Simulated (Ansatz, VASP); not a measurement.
C in VASP and in Ansatz

```xyz
2
Lattice="0.0000 1.7857 1.7857 1.7857 0.0000 1.7857 1.7857 1.7857 0.0000" Properties=species:S:1:pos:R:3 pbc="T T T"
C     0.0000    0.0000    0.0000
C     0.8929    0.8929    0.8929
```

Alike in both runs: functional PBE; k mesh 12 × 12 × 12; occupations gaussian, width 0.02 eV; no spin polarisation.

Ansatz relaxed the structure, and its values are those at the end. VASP's run is a single point on that final structure, the one shown.

```csv
,VASP,Ansatz
version,VASP 6.6.1,Ansatz 0.2.0
potentials or method,"VASP PAW PBE potentials, release 64 (C)","scalar-relativistic, plane waves, PAW"
plane-wave cutoff (eV),520,420
valence electrons in the cell,8,8
```

```csv
,VASP,Ansatz,Ansatz less VASP
gap on the k mesh at the Fermi level (eV),4.14,4.15,+0.007
least direct gap on the mesh (eV),5.58,5.58,+0.004
pressure (GPa),0.7,0.0,-0.66
```
